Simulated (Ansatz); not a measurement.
# Ir: a γ-surface, part 2 of 2

Aim: for Ir, map the stacking-fault energy over a (1 1 1) plane.

Ansatz 0.2.0; DFT PBEsol, scalar-relativistic, plane waves, PAW.

## 9. p = 0.000, q = 0.500

Input file input.yaml:

```yaml
crystal:
  lattice:
    - [1.9197, -1.9197, 0.0]
    - [1.9197, 0.0, -1.9197]
    - [8.63865, 7.6788, 6.71895]
  atoms:
    - { symbol: Ir, position: [0.6666666667, 0.6250083333, 0.0833166667] }
    - { symbol: Ir, position: [0.0, -0.458325, 0.91665] }
    - { symbol: Ir, position: [0.3333333333, 0.2083416667, 0.2499833333] }
    - { symbol: Ir, position: [0.6666666667, 0.3750083333, 0.5833166667] }
    - { symbol: Ir, position: [0.0, -0.208325, 0.41665] }
    - { symbol: Ir, position: [0.3333333333, -0.0416583333, 0.7499833333] }
basis:
  ecutwfc: 420
kpoints:
  mp_grid: { grid: [20, 20, 4] }
hamiltonian:
  xc: pbesol
scf:
  occupations: { method: gaussian, width: 0.15 }
output:
  forces: true
  stress: true
  eigenvalues: true
```

Launch:

```sh
$ ansatz run input.yaml --threads 2 --pin off --max-ram 5120MiB --backend cpu --events-out ev --progress --plain --runs-dir out
```

What it wrote, shortened:

```text
[...]
SCF converged after 8 iterations
Free energy (F): -70793.397488 eV
[...]
E sigma→0 (E₀):  -70793.368184 eV
Entropy (-TS):   -0.058608 eV (-9.768 meV/atom)
Fermi energy:    25.600721 eV
[...]
--- Forces (eV/Å), atoms counted from 1 ---
  atom   1  Ir     1.40180092     2.65562389     1.40385322
  atom   2  Ir    -1.40180092    -2.65562389    -1.40385322
  atom   3  Ir    -0.00868396     0.08922579    -0.00859924
  atom   4  Ir     0.06253283    -0.12830414     0.06237851
  atom   5  Ir    -0.06253283     0.12830414    -0.06237851
  atom   6  Ir     0.00868396    -0.08922579     0.00859924
[...]
--- Stress (GPa, compression-positive) ---
       -0.772971       5.694903       1.218104
        5.694903       8.889803       5.693654
        1.218104       5.693654      -0.769162
  P = ⅓ Tr σ = 2.4492 GPa (24.492 kbar)
--- Band table (eV; the first three rows and the last of 804) ---
[...]
```

Wall time 97 s (2 threads of Arm Neoverse V2, shared host); peak memory 2.5 GiB.

## 10. Point p = 0.167, q = 0.333

Input file input.yaml:

```yaml
crystal:
  lattice:
    - [1.9197, -1.9197, 0.0]
    - [1.9197, 0.0, -1.9197]
    - [8.63865, 7.35885, 7.0389]
  atoms:
    - { symbol: Ir, position: [0.6527805556, 0.6388944444, 0.0833166667] }
    - { symbol: Ir, position: [-0.152775, -0.30555, 0.91665] }
    - { symbol: Ir, position: [0.2916694444, 0.2500055556, 0.2499833333] }
    - { symbol: Ir, position: [0.5694472222, 0.4722277778, 0.5833166667] }
    - { symbol: Ir, position: [-0.0694416667, -0.1388833333, 0.41665] }
    - { symbol: Ir, position: [0.2083361111, 0.0833388889, 0.7499833333] }
basis:
  ecutwfc: 420
kpoints:
  mp_grid: { grid: [20, 20, 4] }
hamiltonian:
  xc: pbesol
scf:
  occupations: { method: gaussian, width: 0.15 }
output:
  forces: true
  stress: true
  eigenvalues: true
```

Launch:

```sh
$ ansatz run input.yaml --threads 2 --pin off --max-ram 5120MiB --backend cpu --events-out ev --progress --plain --runs-dir out
```

What it wrote, shortened:

```text
Warning: RAYON_NUM_THREADS=2 ignored (pool sized by the plan → 2); use --threads N
[...]
Pseudopotentials: kind: paw
Pseudopotential: Ir, paw, valence charge 17, recommended cutoff 420 eV (normal), Ir.paw.azcp
Functional definition: PBEsol
[...]
Crystal: 6 atoms, lattice volume = 84.895 Å³
Basis set: ecut = 420 eV, 1669 PW (Γ), exchange–correlation on 40×40×180 points (8 copies of the dense FFT grid, shifted against one another)
[...]
  atom   3  Ir    -0.09306980     0.13232823     0.01580098
  atom   4  Ir    -0.02757314    -0.17703414    -0.08235083
  atom   5  Ir     0.02757314     0.17703414     0.08235083
  atom   6  Ir     0.09306980    -0.13232823    -0.01580098
[...]
--- Stress (GPa, compression-positive) ---
        2.408532       6.930807       5.274346
        6.930806       8.131697       9.212481
        5.274346       9.212481       5.135642
  P = ⅓ Tr σ = 5.2253 GPa (52.253 kbar)
--- Band table (eV; the first three rows and the last of 804) ---
[...]
```

Wall time 92 s (2 threads of Arm Neoverse V2, shared host); peak memory 2.5 GiB.

## 11. Variant: eigensolver.kind davidson

input.yaml, as its differences from that of step 10:

```diff
@@ -20,5 +20,6 @@
   occupations: { method: gaussian, width: 0.15 }
+  eigensolver: { kind: davidson }
 output:
   forces: true
+  eigenvalues: true
   stress: true
-  eigenvalues: true
```

Launch:

```sh
$ ansatz run input.yaml --threads 2 --pin off --max-ram 5120MiB --backend cpu --events-out ev --progress --plain --runs-dir out
```

What it wrote:

```text
Warning: RAYON_NUM_THREADS=2 ignored (pool sized by the plan → 2); use --threads N
Engine: ansatz 0.2.0, aarch64-unknown-linux-gnu
Pseudopotentials: kind: paw
Pseudopotential: Ir, paw, valence charge 17, recommended cutoff 420 eV (normal), Ir.paw.azcp
Functional definition: PBEsol
  exchange = pbesol_x
  correlation = pbesol_c
Crystal: 6 atoms, lattice volume = 84.895 Å³
Basis set: ecut = 420 eV, 1669 PW (Γ), exchange–correlation on 40×40×180 points (8 copies of the dense FFT grid, shifted against one another)
Bands: 62, of which v1, the nominal top of the filled ones, is band 51 counted from 1 (50 counted from 0)
Symmetry: 2 space group operations
Space group: P-1 (ITA 2), of the structure as read, at distance tolerance 4.4e-5 Å
k-points: 804 of 1600
Non-local potential: Ir, projectors of the file, l = 0: 3, l = 1: 2, l = 2: 2, l = 3: 1
PAW form: soft (Blöchl's): semilocal exchange-correlation on the pseudo side does not see the compensation charge
PAW frozen core: Ir, regenerated for the run's functional, and the local potential with it (the file was generated under x = pbe(κ = 0.804, μ = 0.2195149727645171), c = pbe(β = 0.06672455060314922))
PAW one-centre angular grid: Ir, 590 points (default); XC on 64 Gauss nodes
Initial density: superposition of atomic densities (neutral atoms: chi_scale 0, normalization atom), corrected by the library's trained network
Initial wavefunctions: pseudopotential atomic-orbital guess
Functional: x = pbesol(κ = 0.804, μ = 0.12345679012345678), c = pbesol(β = 0.046)
SCF iter   1: F=—  HF=-70793.161084 eV  |F-HF|=—  |Δ(HF+E_count)|=         —  Δρ=1.27e-2  dr2=1.57e0  ethr=1.77e-3  ⟨swp⟩=6.0  Hψ=188629  notcnv=0
preconditioner: auto → Kerker (q_TF=auto, 2.813 Å⁻¹)  [metal: Δε(μ)=0.001 eV  Ē_g=7.535 eV  σ=0.150 eV  W_gap=0.00  n_scr=34 (ndim 8)  ℏωp=29.6 eV  f_vac=0.000  D(μ)=5.41/eV (n_scr^D=66)]
SCF iter   2: F=—  HF=-70793.142539 eV  |F-HF|=—  |Δ(HF+E_count)|=   1.85e-2  Δρ=6.96e-3  dr2=6.49e-1  ethr=1.54e-3  ⟨swp⟩=2.0  Hψ=91726  notcnv=0
iter 3 solved again at ethr=2.87e-5 eV; its pass at ethr=6.36e-4 eV (dr2=2.93e-2 eV) is discarded
SCF iter   3: F=—  HF=-70793.130347 eV  |F-HF|=—  |Δ(HF+E_count)|=   1.22e-2  Δρ=1.20e-3  dr2=2.93e-2  ethr=2.87e-5  ⟨swp⟩=2.0  Hψ=184317  notcnv=0
SCF iter   4: F=—  HF=-70793.129142 eV  |F-HF|=—  |Δ(HF+E_count)|=   1.21e-3  Δρ=3.04e-4  dr2=5.77e-4  ethr=2.87e-5  ⟨swp⟩=2.0  Hψ=91762  notcnv=0
SCF iter   5: F=—  HF=-70793.129132 eV  |F-HF|=—  |Δ(HF+E_count)|=   9.35e-6  Δρ=7.47e-5  dr2=4.84e-6  ethr=5.66e-7  ⟨swp⟩=2.3  Hψ=92524  notcnv=0  defer=15
SCF iter   6: F=—  HF=-70793.129184 eV  |F-HF|=—  |Δ(HF+E_count)|=   5.22e-5  Δρ=1.64e-5  dr2=6.95e-7  ethr=4.74e-9  ⟨swp⟩=3.6  Hψ=114677  notcnv=0
SCF iter   7: F=-70793.129184 eV  HF=-70793.129184 eV  |F-HF|=2.13e-8  |Δ(HF+E_count)|=   4.35e-8  Δρ=3.72e-6  dr2=2.73e-8  ethr=6.81e-10  ⟨swp⟩=2.0  Hψ=92034  notcnv=0
SCF 1 converged in 7 iterations: F = -70793.129184 eV  dr2 = 2.73e-8
  Residual-converged pass: ⟨swp⟩=3.0  Hψ=106598  notcnv=0  max |occ|·‖R‖ = 6.4e-6 eV (tolerance 6.7e-6 eV)  dr2=2.75e-8  dr2_onsite=3.19e-10  max |Δocc| = 9.9e-9
SCF converged after 7 iterations
Free energy (F): -70793.129184 eV
Harris-Foulkes:  -70793.129184 eV  (|F-HF|=2.13e-8)
Internal energy: -70793.072088 eV  (E = F + TS)
E sigma→0 (E₀):  -70793.100636 eV
Entropy (-TS):   -0.057096 eV (-9.516 meV/atom)
Fermi energy:    25.607715 eV
--- Per-component energies (eV) ---
  E_band       = -514.206520
  E_kinetic    = 3743.526753
  E_local      = -6456.536613  (includes V_loc(G=0)·N_el)
  E_nonlocal   = 456.590777
  E_hartree    = 2475.101446
  E_xc         = -1600.238730
  E_vxc        = -1799.814215  (∫ρ·V_xc dr)
  E_paw        = -54533.197036  (= ΣΔE_a)
  E_vpaw       = -1408.176863  (= ΣTr[D̂ρ^β])
  E_aug_tail   = 0.000317  (compensation charges beyond the density's cutoff)
  E_ewald      = -14879.910711
  E_core_change = 1.591709  (= ΣΔE_core)
  E_smearing   = -0.057096  (= −TS)
  E_closure    = 0.000000  (closes the sum)
  Σ components = -70793.129184   (vs F -70793.129184, Δ=0.00e0)
--- Forces (eV/Å), atoms counted from 1 ---
  atom   1  Ir     2.61774692     2.95151018     2.80476270
  atom   2  Ir    -2.61774692    -2.95151018    -2.80476270
  atom   3  Ir    -0.09306228     0.13233563     0.01580835
  atom   4  Ir    -0.02757220    -0.17703344    -0.08235062
  atom   5  Ir     0.02757220     0.17703344     0.08235062
  atom   6  Ir     0.09306228    -0.13233563    -0.01580835
  max |Σ_I F_I| component: 6.94e-18 eV/Å
--- Stress (GPa, compression-positive) ---
        2.408550       6.930781       5.274331
        6.930781       8.131683       9.212450
        5.274331       9.212450       5.135653
  P = ⅓ Tr σ = 5.2253 GPa (52.253 kbar)
--- Band table (eV; the first three rows and the last of 804) ---
  k-point 0: bands = ["-67.2651", "-67.2388", "-67.2125", "-67.1793", "-67.1752", "-67.1401", "-24.8891", "-24.3957", "-24.2627", "-23.9383", "-23.8377", "-23.7958", "-23.7920", "-23.7856", "-23.7724", "-23.7441", "-23.7393", "-23.7209", "-23.7105", "-23.6909", "-23.6819", "-23.6529", "-23.6398", "-23.5646", "14.4887", "15.6315", "15.6626", "17.2494", "17.4227", "17.8066", "19.8160", "21.3883", "21.5592", "21.6907", "21.7178", "21.7417", "21.7960", "21.8886", "21.8957", "21.9192", "21.9922", "22.1185", "22.1216", "22.1911", "22.2339", "22.3330", "22.6058", "23.6167", "24.1970", "24.3954", "24.4004", "24.6122", "24.7354", "24.7867", "24.8565", "24.9064", "26.1289", "26.2227", "26.2820", "26.4583", "33.2859", "36.5527"]
  k-point 1: bands = ["-67.2650", "-67.2394", "-67.2114", "-67.1825", "-67.1725", "-67.1402", "-24.8884", "-24.4143", "-24.2230", "-23.9926", "-23.8017", "-23.7975", "-23.7929", "-23.7812", "-23.7674", "-23.7503", "-23.7452", "-23.7134", "-23.7049", "-23.6945", "-23.6849", "-23.6522", "-23.6394", "-23.5702", "14.5677", "15.1714", "16.1770", "17.0768", "17.4520", "17.8221", "19.8106", "21.3610", "21.5249", "21.6425", "21.6741", "21.7191", "21.7840", "21.8288", "21.8610", "21.9268", "22.0310", "22.0824", "22.1103", "22.1272", "22.2784", "22.4302", "23.0394", "23.6025", "24.1597", "24.4042", "24.4057", "24.4493", "24.5517", "24.6382", "25.0579", "25.1911", "25.8737", "25.9719", "26.4175", "26.6125", "33.5885", "35.6115"]
  k-point 2: bands = ["-67.2649", "-67.2399", "-67.2102", "-67.1848", "-67.1710", "-67.1403", "-24.8877", "-24.4283", "-24.1758", "-24.0466", "-23.7995", "-23.7947", "-23.7781", "-23.7708", "-23.7690", "-23.7536", "-23.7490", "-23.7038", "-23.7022", "-23.6979", "-23.6899", "-23.6515", "-23.6391", "-23.5766", "14.7813", "14.8208", "16.6553", "16.7144", "17.4641", "17.8363", "19.8042", "21.3450", "21.4060", "21.6230", "21.6583", "21.7034", "21.7547", "21.8934", "21.8948", "21.9566", "21.9892", "21.9896", "22.1402", "22.1511", "22.2699", "22.4665", "23.5243", "23.7629", "23.8563", "24.3670", "24.3733", "24.4144", "24.4354", "24.4617", "25.4166", "25.4561", "25.5878", "25.6490", "26.4837", "26.6941", "34.1479", "34.7955"]
  k-point 803: bands = ["-67.2163", "-67.1806", "-67.1700", "-67.1389", "-67.1379", "-67.1042", "-24.8012", "-24.4627", "-24.4111", "-24.4029", "-24.3396", "-24.3297", "-24.2438", "-24.0049", "-24.0042", "-23.9715", "-23.9554", "-23.9108", "-23.8869", "-23.8669", "-23.8551", "-23.8066", "-23.7724", "-23.5920", "17.5733", "17.6565", "18.0494", "18.0642", "18.4642", "18.4711", "18.6695", "18.9105", "19.2082", "20.6190", "20.8066", "21.3191", "21.6339", "21.8297", "21.8944", "22.1535", "23.5561", "23.6177", "23.8261", "24.1379", "24.7222", "25.6230", "26.1134", "26.1940", "26.5897", "26.6704", "26.6756", "26.8378", "26.8806", "27.0430", "27.7854", "27.8601", "28.5791", "28.7784", "29.5230", "30.0508", "32.3277", "32.9692"]
```

It took 2.9 min on 2 threads of Arm Neoverse V2, shared host; peak memory 2.1 GiB.

```
    run     ending  energy change  pressure (GPa)  gap (eV)  force (eV/Å)  cycles     time
step 10  converged              0             5.2      0.00          4.84       7     92 s
variant  converged   0.0 meV/atom             5.2      0.00          4.84       7  2.9 min
```

Energy and cycle count are those of the reference, so the change (solver) left the result and the number of cycles as they were. Cost: 2.9 min against 92 s.

## 12. At p = 0.167, q = 0.667

Input file input.yaml:

```yaml
crystal:
  lattice:
    - [1.9197, -1.9197, 0.0]
    - [1.9197, 0.0, -1.9197]
    - [9.27855, 7.35885, 6.399]
  atoms:
    - { symbol: Ir, position: [0.6527805556, 0.6111222222, 0.0833166667] }
    - { symbol: Ir, position: [-0.152775, -0.6111, 0.91665] }
    - { symbol: Ir, position: [0.2916694444, 0.1666777778, 0.2499833333] }
    - { symbol: Ir, position: [0.5694472222, 0.2777888889, 0.5833166667] }
    - { symbol: Ir, position: [-0.0694416667, -0.2777666667, 0.41665] }
    - { symbol: Ir, position: [0.2083361111, -0.1666555556, 0.7499833333] }
basis:
  ecutwfc: 420
kpoints:
  mp_grid: { grid: [20, 20, 4] }
hamiltonian:
  xc: pbesol
scf:
  occupations: { method: gaussian, width: 0.15 }
output:
  forces: true
  stress: true
  eigenvalues: true
```

Launch:

```sh
$ ansatz run input.yaml --threads 2 --pin off --max-ram 5120MiB --backend cpu --events-out ev --progress --plain --runs-dir out
```

What it wrote, shortened:

```text
Warning: crystal.symmetry: narrowed to the stabiliser of the k-point mesh — unitary ops 4 → 2; excluded 2 operations that carry a point of the 20×20×4 mesh (shift [0, 0, 0]) off the mesh (the run samples exactly the mesh kpoints.mp_grid names, as under crystal.symmetry.detect: false, and [...]
Warning: RAYON_NUM_THREADS=2 ignored (pool sized by the plan → 2); use --threads N
[...]
Pseudopotentials: kind: paw
Pseudopotential: Ir, paw, valence charge 17, recommended cutoff 420 eV (normal), Ir.paw.azcp
Functional definition: PBEsol
[...]
Crystal: 6 atoms, lattice volume = 84.895 Å³
[...]
Fermi energy:    25.612794 eV
[...]
--- Forces (eV/Å), atoms counted from 1 ---
  atom   1  Ir     2.27664823     2.27762457     0.95079071
  atom   2  Ir    -2.27664823    -2.27762457    -0.95079071
  atom   3  Ir     0.07286033     0.07226122    -0.16485682
  atom   4  Ir    -0.03840819    -0.03885939     0.07222399
  atom   5  Ir     0.03840819     0.03885939    -0.07222399
  atom   6  Ir    -0.07286033    -0.07226122     0.16485682
[...]
--- Stress (GPa, compression-positive) ---
        5.489080       9.050646       1.675192
        9.050646       5.495485       1.675353
        1.675192       1.675353      -3.909221
  P = ⅓ Tr σ = 2.3584 GPa (23.584 kbar)
--- Band table (eV; the first three rows and the last of 804) ---
[...]
```

Run time: 95 s. Hardware: 2 threads of Arm Neoverse V2, shared host; peak memory 2.5 GiB.

## 13. At p = 0.333, q = 0.833

Input file input.yaml:

```yaml
crystal:
  lattice:
    - [1.9197, -1.9197, 0.0]
    - [1.9197, 0.0, -1.9197]
    - [9.91845, 7.0389, 6.07905]
  atoms:
    - { symbol: Ir, position: [0.6388944444, 0.5972361111, 0.0833166667] }
    - { symbol: Ir, position: [-0.30555, -0.763875, 0.91665] }
    - { symbol: Ir, position: [0.2500055556, 0.1250138889, 0.2499833333] }
    - { symbol: Ir, position: [0.4722277778, 0.1805694444, 0.5833166667] }
    - { symbol: Ir, position: [-0.1388833333, -0.3472083333, 0.41665] }
    - { symbol: Ir, position: [0.0833388889, -0.2916527778, 0.7499833333] }
basis:
  ecutwfc: 420
kpoints:
  mp_grid: { grid: [20, 20, 4] }
hamiltonian:
  xc: pbesol
scf:
  occupations: { method: gaussian, width: 0.15 }
output:
  forces: true
  stress: true
  eigenvalues: true
```

Launch:

```sh
$ ansatz run input.yaml --threads 2 --pin off --max-ram 5120MiB --backend cpu --events-out ev --progress --plain --runs-dir out
```

What it wrote, shortened:

```text
[...]
SCF converged after 7 iterations
Free energy (F): -70793.910634 eV
[...]
E sigma→0 (E₀):  -70793.881848 eV
Entropy (-TS):   -0.057571 eV (-9.595 meV/atom)
Fermi energy:    25.603161 eV
[...]
--- Forces (eV/Å), atoms counted from 1 ---
  atom   1  Ir     0.63486326     0.56245619     0.63545009
  atom   2  Ir    -0.63486326    -0.56245619    -0.63545009
  atom   3  Ir    -0.06362745     0.17266647    -0.06415573
  atom   4  Ir     0.04019323    -0.04280781     0.03985106
  atom   5  Ir    -0.04019323     0.04280781    -0.03985106
  atom   6  Ir     0.06362745    -0.17266647     0.06415573
[...]
--- Stress (GPa, compression-positive) ---
       -2.195486       1.689868       0.312973
        1.689868       1.482685       1.683598
        0.312973       1.683598      -2.217611
  P = ⅓ Tr σ = -0.9768 GPa (-9.768 kbar)
--- Band table (eV; the first three rows and the last of 804) ---
[...]
```

Wall time 91 s (2 threads of Arm Neoverse V2, shared host); peak memory 2.5 GiB.

## 14. Point p = 0.500, q = 0.667

Input file input.yaml:

```yaml
crystal:
  lattice:
    - [1.9197, -1.9197, 0.0]
    - [1.9197, 0.0, -1.9197]
    - [9.91845, 6.71895, 6.399]
  atoms:
    - { symbol: Ir, position: [0.6250083333, 0.6111222222, 0.0833166667] }
    - { symbol: Ir, position: [-0.458325, -0.6111, 0.91665] }
    - { symbol: Ir, position: [0.2083416667, 0.1666777778, 0.2499833333] }
    - { symbol: Ir, position: [0.3750083333, 0.2777888889, 0.5833166667] }
    - { symbol: Ir, position: [-0.208325, -0.2777666667, 0.41665] }
    - { symbol: Ir, position: [-0.0416583333, -0.1666555556, 0.7499833333] }
basis:
  ecutwfc: 420
kpoints:
  mp_grid: { grid: [20, 20, 4] }
hamiltonian:
  xc: pbesol
scf:
  occupations: { method: gaussian, width: 0.15 }
output:
  forces: true
  stress: true
  eigenvalues: true
```

Launch:

```sh
$ ansatz run input.yaml --threads 2 --pin off --max-ram 5120MiB --backend cpu --events-out ev --progress --plain --runs-dir out
```

What it wrote, shortened:

```text
Warning: RAYON_NUM_THREADS=2 ignored (pool sized by the plan → 2); use --threads N
[...]
Pseudopotentials: kind: paw
Pseudopotential: Ir, paw, valence charge 17, recommended cutoff 420 eV (normal), Ir.paw.azcp
Functional definition: PBEsol
[...]
Crystal: 6 atoms, lattice volume = 84.895 Å³
Basis set: ecut = 420 eV, 1669 PW (Γ), exchange–correlation on 40×40×192 points (8 copies of the dense FFT grid, shifted against one another)
[...]
  atom   3  Ir    -0.03274887     0.10571991    -0.02010120
  atom   4  Ir     0.00040015     0.03249488     0.07449833
  atom   5  Ir    -0.00040015    -0.03249488    -0.07449833
  atom   6  Ir     0.03274887    -0.10571991     0.02010120
[...]
--- Stress (GPa, compression-positive) ---
        2.680925       2.109159       1.728429
        2.109158      -1.846367      -0.448272
        1.728429      -0.448272      -3.541466
  P = ⅓ Tr σ = -0.9023 GPa (-9.023 kbar)
--- Band table (eV; the first three rows and the last of 804) ---
[...]
```

Wall time 91 s (2 threads of Arm Neoverse V2, shared host); peak memory 2.5 GiB.

## 15. Variant: accuracy low

input.yaml, as its differences from that of step 14:

```diff
@@ -22,3 +22,4 @@
   forces: true
+  eigenvalues: true
   stress: true
-  eigenvalues: true
+accuracy: low
```

Launch:

```sh
$ ansatz run input.yaml --threads 2 --pin off --max-ram 5120MiB --backend cpu --events-out ev --progress --plain --runs-dir out
```

What it wrote, shortened:

```text
Warning: RAYON_NUM_THREADS=2 ignored (pool sized by the plan → 2); use --threads N
[...]
Pseudopotentials: kind: paw
Pseudopotential: Ir, paw, valence charge 17, recommended cutoff 420 eV (normal), Ir.paw.azcp
Functional definition: PBEsol
[...]
Crystal: 6 atoms, lattice volume = 84.895 Å³
Basis set: ecut = 420 eV, 1669 PW (Γ), exchange–correlation on 40×40×192 points (8 copies of the dense FFT grid, shifted against one another)
[...]
  atom   3  Ir    -0.03274887     0.10571991    -0.02010120
  atom   4  Ir     0.00040015     0.03249488     0.07449833
  atom   5  Ir    -0.00040015    -0.03249488    -0.07449833
  atom   6  Ir     0.03274887    -0.10571991     0.02010120
[...]
--- Stress (GPa, compression-positive) ---
        2.680925       2.109159       1.728429
        2.109158      -1.846367      -0.448272
        1.728429      -0.448272      -3.541466
  P = ⅓ Tr σ = -0.9023 GPa (-9.023 kbar)
--- Band table (eV; the first three rows and the last of 804) ---
[...]
```

Run time: 91 s. Hardware: 2 threads of Arm Neoverse V2, shared host; peak memory 2.5 GiB.

```
    run     ending  energy change  pressure (GPa)  gap (eV)  force (eV/Å)  cycles  time
step 14  converged              0            -0.9      0.00          1.40       7  91 s
variant  converged   0.0 meV/atom            -0.9      0.00          1.40       7  91 s
```

The changed keys (accuracy) make no visible difference here (energy 0.0 meV/atom).

## 16. Results of the scan

Energy above the undisturbed cell in mJ/m²; points alike by symmetry are filled in, and a dash was not computed:

```csv
p \ q,0.000,0.167,0.333,0.500,0.667,0.833
0.000,0,658,1728,2121,1728,658
0.167,658,2056,2794,2794,2056,658
0.333,1728,2794,2998,2794,1728,833
0.500,2121,2794,2794,2121,906,906
0.667,1728,2056,1728,906,403,906
0.833,658,658,833,906,906,833
```

## 17. Outcome

This closing draws on all 2 parts.

| quantity | value |
| --- | --- |
| highest point | 2998 mJ/m² at (p, q) = (0.333, 0.333) |
| lowest point away from the origin | 403 mJ/m² at (0.667, 0.667) |
| step 7, run with xc rpbe, n_extra_bands 16 (against step 6) | converged; the pressure goes from -2.1 to 13.8 GPa |
| step 11, run with eigensolver.kind davidson (against step 10) | 0.0 meV/atom |
| step 15, run with accuracy low (against step 14) | 0.0 meV/atom |

What this shows: The undisturbed cell is the lowest computed point. The top of the surface, 2998 mJ/m², lies at (0.333, 0.333), and the easiest computed fault at (0.667, 0.667) costs 403 mJ/m². The blocks are rigid, so these are upper bounds. The runs treat Ir without spin-orbit coupling.
